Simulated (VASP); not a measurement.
# Mg (P6_3/mmc) in VASP: notebook

The runs below take Mg through relaxation of cell and atoms, with PBE.

Program: VASP 6.6.1. These are calculated values, not measurements. Logs are shortened: lines on timing, memory, paths and dates and some standing lists are left out, and cuts for length are marked.

## Step 1: Starting point

It takes space group P6_3/mmc (No. 194, hexagonal). Conventional cell: a = 3.209 Å, b = 3.209 Å, c = 5.210 Å, α = 90.00°, β = 90.00°, γ = 120.00°. Mg (site symmetry -6m2) is surrounded by 12 Mg at 3.20 to 3.21 Å.

## Step 2: Relaxation of cell and atoms, PBE

INCAR reads:

```
SYSTEM = Mg
PREC     = Accurate       ! precision mode
ENCUT    = 520            ! plane-wave cutoff, eV
EDIFF    = 1E-6           ! SCF threshold, eV
ISMEAR   = 0              ! smearing method
SIGMA    = 0.1            ! smearing width, eV
LREAL    = .False.        ! projectors in reciprocal space
LASPH    = .True.         ! aspherical terms in the spheres
NELM     = 120            ! most SCF steps
ALGO     = Normal         ! electronic algorithm
ISIF     = 3              ! what is computed and relaxed
LWAVE    = .False.        ! write WAVECAR
LCHARG   = .False.        ! write CHGCAR
GGA      = PE             ! functional
IBRION   = 2              ! ionic algorithm
NSW      = 90             ! ionic steps
EDIFFG   = -0.01          ! ionic threshold
```

KPOINTS reads:

```
regular mesh
0
Gamma
  16 16 9
  0 0 0
```

POSCAR reads:

```
Mg
1.0
    3.2093000000      0.0000000000      0.0000000000
   -1.6046500000      2.7793353300      0.0000000000
    0.0000000000      0.0000000000      5.2103000000
Mg
2
Direct
    0.3333333300      0.6666666700      0.2500000000
    0.6666666700      0.3333333300      0.7500000000
```

Potentials or basis: VASP PAW PBE potentials, release 64 (Mg).

Command:

```console
cat potpaw_PBE.64/Mg/POTCAR > POTCAR
mpirun -np 1 vasp_std > vasp.out
```

OUTCAR:

```text
SYSTEM = Mg
   PREC = Accurate
   ENCUT = 520
   EDIFF = 1E-6
   ISMEAR = 0
   LREAL = .False.
   LASPH = .True.
   NELM = 120
   ISIF = 3
   GGA = PE
   IBRION = 2
   NSW = 90
   EDIFFG = -0.01

 ion  position               nearest neighbor table
   1  0.333  0.667  0.250-   2 3.20   2 3.20   2 3.20   2 3.20   2 3.20   2 3.20
   2  0.667  0.333  0.750-   1 3.20   1 3.20   1 3.20   1 3.20   1 3.20   1 3.20

  LATTYP: Found a hexagonal cell.
 ALAT       =     3.2093000000
 C/A-ratio  =     1.6235004518

  Lattice vectors:

 A1 = (   3.2093000000,   0.0000000000,   0.0000000000)
 A2 = (  -1.6046500000,   2.7793353300,   0.0000000000)
 A3 = (   0.0000000000,   0.0000000000,   5.2103000000)

Analysis of symmetry for initial positions (statically):
=====================================================================
 Subroutine PRICEL returns:
 Original cell was already a primitive cell.

 Routine SETGRP: Setting up the symmetry group for a
 hexagonal supercell.

 Subroutine GETGRP returns: Found 24 space group operations
 (whereof 12 operations were pure point group operations)
 out of a pool of 24 trial point group operations.

The static configuration has the point symmetry D_3d.
 The point group associated with its full space group is D_6h.

Analysis of symmetry for dynamics (positions and initial velocities):
=====================================================================
 Subroutine PRICEL returns:
 Original cell was already a primitive cell.

 Routine SETGRP: Setting up the symmetry group for a
 hexagonal supercell.

 Subroutine GETGRP returns: Found 24 space group operations
 (whereof 12 operations were pure point group operations)
 out of a pool of 24 trial point group operations.

The dynamic configuration has the point symmetry D_3d.
 The point group associated with its full space group is D_6h.

 Subroutine INISYM returns: Found 24 space group operations
 (whereof 12 operations are pure point group operations),
 and found     1 'primitive' translations

----------------------------------------------------------------------------------------

                                     Primitive cell

  volume of cell :      46.4744

  direct lattice vectors                    reciprocal lattice vectors
     3.209300000  0.000000000  0.000000000     0.311594429  0.179899127  0.000000000
    -1.604650000  2.779335330  0.000000000     0.000000000  0.359798254  0.000000000
     0.000000000  0.000000000  5.210300000     0.000000000  0.000000000  0.191927528

  length of vectors
     3.209300000  3.209300001  5.210300000     0.359798255  0.359798254  0.191927528

  position of ions in fractional coordinates (direct lattice)
     0.333333330  0.666666670  0.250000000
     0.666666670  0.333333330  0.750000000

  ion indices of the primitive-cell ions
   primitive index   ion index
                 1           1
                 2           2

----------------------------------------------------------------------------------------

 KPOINTS: regular mesh

Automatic generation of k-mesh.
 Grid dimensions read from file:
 generate k-points for:   16   16    9

 Generating k-lattice:

  Cartesian coordinates                     Fractional coordinates (reciprocal lattice)
     0.019474652  0.011243695  0.000000000     0.062500000 -0.000000000  0.000000000
     0.000000000  0.022487391  0.000000000     0.000000000  0.062500000  0.000000000
     0.000000000  0.000000000  0.021325281     0.000000000  0.000000000  0.111111111

  Length of vectors
     0.022487391  0.022487391  0.021325281

  Shift w.r.t. Gamma in fractional coordinates (k-lattice)
     0.000000000  0.000000000  0.000000000

 Subroutine IBZKPT returns following result:
 ===========================================

 Found    150 irreducible k-points:

 Following reciprocal coordinates:
            Coordinates               Weight
  0.000000  0.000000  0.000000      1.000000
  0.062500  0.000000  0.000000      6.000000
  0.125000  0.000000  0.000000      6.000000
  0.187500  0.000000  0.000000      6.000000
  0.250000  0.000000  0.000000      6.000000
  0.312500  0.000000  0.000000      6.000000
[... 16 lines left out ...]
  0.187500  0.187500  0.000000      6.000000
  0.250000  0.187500  0.000000     12.000000
 [... further k-points ...]
   k-points           NKPTS =    150   k-points in BZ     NKDIM =    150   number of bands    NBANDS=      6
   number of dos      NEDOS =    301   number of ions     NIONS =      2
   total plane-waves  NPLWV =  23040
   dimension x,y,z NGX =    24 NGY =   24 NGZ =   40
   dimension x,y,z NGXF=    48 NGYF=   48 NGZF=   80
   ions per type =               2
   NGX,Y,Z   is equivalent  to a cutoff of  12.43, 12.43, 12.76 a.u.
   NGXF,Y,Z  is equivalent  to a cutoff of  24.86, 24.86, 25.53 a.u.
 SYSTEM =  Mg
   PREC   = accura    normal or accurate (medium, high low for compatibility)
   ISTART =      0    job   : 0-new  1-cont  2-samecut
   ICHARG =      2    charge: 1-file 2-atom 10-const
   ISPIN  =      1    spin polarized calculation?
   LNONCOLLINEAR =      F non collinear calculations
   LSORBIT =      F    spin-orbit coupling
   LASPH  =      T    aspherical Exc in radial PAW
   ENCUT  =  520.0 eV  38.22 Ry    6.18 a.u.   5.97  5.97  9.69*2*pi/ulx,y,z
   NELM   =    120;   NELMIN=  2; NELMDL= -5     # of ELM steps
   EDIFF  = 0.1E-05   stopping-criterion for ELM
   LREAL  =      F    real-space projection
   EDIFFG = -.1E-01   stopping-criterion for IOM
   NSW    =     90    number of steps for IOM
   IBRION =      2    ionic relax: 0-MD 1-quasi-New 2-CG
   NFREE  =      1    steps in history (QN), initial steepest desc. (CG)
   ISIF   =      3    stress and relaxation
   ISYM   =      2    0-nonsym 1-usesym 2-fastsym
   POTIM  = 0.5000    time-step for ionic-motion
   TEBEG  =    0.0;   TEEND  =   0.0 temperature during run
   PSTRESS=    0.0 pullay stress
   NELECT =       4.0000    total number of electrons
   NUPDOWN=      -1.0000    fix difference up-down
   EMIN   =  10.00;   EMAX   =-10.00  energy-range for DOS
   EFERMI =   0.00;   METHOD = LEGACY
   ISMEAR =     0;   SIGMA  =   0.10  broadening in eV -4-tet -1-fermi 0-gaus
   EFERMI_NEDOS =   21; number of points for ismear=-14 and -15
   IALGO  =     38    algorithm
   IMIX   =      4    mixing-type and parameters
     AMIX     =   0.40;   BMIX     =  1.00
     AMIX_MAG =   1.60;   BMIX_MAG =  1.00
  volume/ion in A,a.u.               =      23.24       156.81
  Fermi-wavevector in a.u.,A,eV,Ry     =   0.722809  1.365911  7.108401  0.522453
  Thomas-Fermi vector in A             =   1.812866
   LORBIT       =      0    0 simple, 1 ext, 2 COOP (PROOUT), +10 PAW based schemes
   GGA     = PE    functional components
   LHFCALC =     F    Hartree Fock is set to
   AEXX    =    0.0000 exact exchange contribution
   IVDW    =     0    specifies the selected vdW correction
   LEPSILON=     F    determine dielectric tensor
   LRPA    =     F    only Hartree local field effects (RPA)
 conjugate gradient relaxation of ions
 non-spin polarized calculation
 Gauss-broadening in eV      SIGMA  =   0.10
  energy-cutoff  :      520.00
  volume of cell :       46.47
 maximum number of plane-waves:      1278
 NGX is ok and might be reduce to    24
   NGX = 11   NGY = 11   NGZ = 19

--------------------------------------- Ionic step        1  -------------------------------------------

 number of electron       4.0000000 magnetization

 Free energy of the ion-electron system (eV)
  ---------------------------------------------------
  ext. energy  EPLUGINS =         0.00000000
  ---------------------------------------------------
  free energy    TOTEN  =        -3.00865199 eV

  energy without entropy =       -3.00404750  energy(sigma->0) =       -3.00634975

------------------------ aborting loop because EDIFF is reached ----------------------------------------

  FORCE on cell =-STRESS in cart. coord.  units (eV):
  Direction    XX          YY          ZZ          XY          YZ          ZX
  --------------------------------------------------------------------------------------
  -------------------------------------------------------------------------------------
  Total       -0.1440665     -0.1440665     -0.1841756      0.0000000      0.0000000      0.0000000
  in kB       -4.9666049     -4.9666049     -6.3493401      0.0000000      0.0000000      0.0000000
  external PRESSURE =      -5.4275166 kB  Pullay stress =       0.0000000 kB
[... 129 lines left out ...]
  energy  without entropy=       -3.0053273210  energy(sigma->0) =       -3.00761552

--------------------------------------- Ionic step        5  -------------------------------------------

 number of electron       4.0000000 magnetization

 Free energy of the ion-electron system (eV)
  ---------------------------------------------------
  ext. energy  EPLUGINS =         0.00000000
  ---------------------------------------------------
  free energy    TOTEN  =        -3.00992937 eV

  energy without entropy =       -3.00538169  energy(sigma->0) =       -3.00765553

 E-fermi :   2.6673     XC(G=0):  -8.5023

 val. band max:        2.6413072590   @ k =   0.3125   0.3125   0.2222
 cond. band min:       2.6686887758   @ k =   0.2500   0.1875   0.1111
 fundamental gap:      0.0273815168
 Fermi energy:         2.6672816488

 k-point     1 :       0.0000    0.0000    0.0000
  band No.  band energies     occupation
      1      -4.2948      2.00000
      2       0.9755      2.00000
      3       1.4337      2.00000
      4      13.5873      0.00000
      5      13.5876      0.00000
      6      13.7026      0.00000

 k-point     2 :       0.0625    0.0000    0.0000
  band No.  band energies     occupation
      1      -4.2179      2.00000
      2       1.0457      2.00000
      3       1.5085      2.00000
      4      11.9533      0.00000
      5      12.6792      0.00000
      6      13.4714      0.00000
[... 190 lines left out ...]
 k-point    24 :       0.2500    0.1875    0.0000
  band No.  band energies     occupation
      1      -1.4876      2.00000
      2       3.5812      0.00000
      3       3.6714      0.00000
      4       4.7205      0.00000
      5       5.8628      0.00000
      6       9.2128      0.00000

 [... further k-points ...]

------------------------ aborting loop because EDIFF is reached ----------------------------------------

  FORCE on cell =-STRESS in cart. coord.  units (eV):
  Direction    XX          YY          ZZ          XY          YZ          ZX
  --------------------------------------------------------------------------------------
  -------------------------------------------------------------------------------------
  Total        0.0157020      0.0157020     -0.0174161     -0.0000000      0.0000000      0.0000000
  in kB        0.5499329      0.5499329     -0.6099645     -0.0000000      0.0000000      0.0000000
  external PRESSURE =       0.1633004 kB  Pullay stress =       0.0000000 kB
[... 17 lines left out ...]
  FREE ENERGIE OF THE ION-ELECTRON SYSTEM (eV)
  ---------------------------------------------------
  free  energy   TOTEN  =        -3.0099293664 eV

  energy  without entropy=       -3.0053816900  energy(sigma->0) =       -3.00765553

 reached required accuracy - stopping structural energy minimisation
```

Wall time 32 s (1 thread of Intel Xeon Platinum 8375C at 2.90GHz (Ice Lake), shared host); peak memory 0.19 GiB.

What came out:

| Quantity | Value |
| --- | --- |
| Free energy | -3.0099 eV |
| Relaxed volume | 22.87 Å³/atom |
| Relaxed cell | a = 3.195 Å, b = 3.195 Å, c = 5.175 Å, α = 90.00°, β = 90.00°, γ = 120.00° |
| Space group after relaxing (to 0.05 Å) | P6_3/mmc (No. 194) |
| Energy gained by relaxing | 0.6 meV/atom |
| Ionic steps | 5 |
| Pressure after relaxing | 0.0 GPa |
| Band gap on the k mesh | none (metal or under the smearing width) |

Stress tensor (GPa, compression positive):
```
 0.05  0.00  0.00
 0.00  0.05  0.00
 0.00  0.00 -0.06
```

Step by step:
| step | energy change (eV) | largest force (eV/Å) | pressure (GPa) | volume (Å³) |
| --- | --- | --- | --- | --- |
| 1 | 0.0000 | 0.0000 | -0.54 | 46.47 |
| 2 | -0.0012 | 0.0000 | -0.14 | 45.95 |
| 3 | -0.0013 | 0.0000 | 0.00 | 45.76 |
| 4 | -0.0013 | 0.0000 | 0.02 | 45.75 |
| 5 | -0.0013 | 0.0000 | 0.02 | 45.75 |

Final structure:
```yaml
crystal:
  lattice:
    - [3.19501, 0.00000, 0.00000]
    - [-1.59751, 2.76696, 0.00000]
    - [0.00000, 0.00000, 5.17464]
  atoms:
    - { symbol: Mg, position: [0.33333, 0.66667, 0.25000] }
    - { symbol: Mg, position: [0.66667, 0.33333, 0.75000] }
```

## Step 3: Relaxation of cell and atoms, PBE

This run uses another cell than the first one, of 22.87 Å³/atom, 0.984 times its volume.

INCAR: that of step 2 with these lines changed.

```diff
@@ -3,3 +3,3 @@
 ENCUT    = 520            ! plane-wave cutoff, eV
-EDIFF    = 1E-6           ! SCF threshold, eV
+EDIFF    = 1E-7           ! SCF threshold, eV
 ISMEAR   = 0              ! smearing method
@@ -15,3 +15,4 @@
 IBRION   = 2              ! ionic algorithm
-NSW      = 90             ! ionic steps
-EDIFFG   = -0.01          ! ionic threshold
+NSW      = 60             ! ionic steps
+EDIFFG   = -0.005         ! ionic threshold
+POTIM    = 0.3            ! step
```

KPOINTS is that of step 2.

POSCAR reads:

```
Mg                                      
1.0
    3.1950127199      0.0000000000      0.0000000000
   -1.5975063599      2.7669621824     -0.0000000000
    0.0000000000      0.0000000000      5.1746407328
  Mg            
     2
Direct
     0.3333333300000021    0.6666666699999979    0.2500000000000000
     0.6666666699999979    0.3333333300000021    0.7500000000000000
```

Potentials or basis: VASP PAW PBE potentials, release 64 (Mg).

Command:

```console
cat potpaw_PBE.64/Mg/POTCAR > POTCAR
mpirun -np 1 vasp_std > vasp.out
```

Run time: 41 s. Hardware: 1 thread of Intel Xeon Platinum 8375C at 2.90GHz (Ice Lake), shared host; peak memory 0.19 GiB.

The run converged. Its results:

```yaml
Free_energy: -3.0100 eV
Relaxed_volume: 22.89 Å³/atom
Relaxed_cell: a = 3.200 Å, b = 3.200 Å, c = 5.162 Å, α = 90.00°, β = 90.00°, γ = 120.00°
Space_group_after_relaxing_to_0.05_Å: P6_3/mmc (No. 194)
Energy_gained_by_relaxing: 0.0 meV/atom
Ionic_steps: 6
Pressure_after_relaxing: 0.0 GPa
Band_gap_on_the_k_mesh: none (metal or under the smearing width)
```

Final structure:
```yaml
crystal:
  lattice:
    - [3.19997, 0.00000, 0.00000]
    - [-1.59999, 2.77126, 0.00000]
    - [0.00000, 0.00000, 5.16170]
  atoms:
    - { symbol: Mg, position: [0.33333, 0.66667, 0.25000] }
    - { symbol: Mg, position: [0.66667, 0.33333, 0.75000] }
```

Levels at points of the mesh, in eV from the Fermi level:
| k point | band 1 | band 2 | band 3 | band 4 | band 5 | band 6 |
| --- | --- | --- | --- | --- | --- | --- |
| (0.00, 0.00, 0.00) | -6.96 | -1.67 | -1.20 | 10.87 | 10.87 | 10.98 |
| (0.50, 0.00, 0.00) | -2.18 | -2.17 | 2.66 | 3.02 | 3.32 | 3.71 |
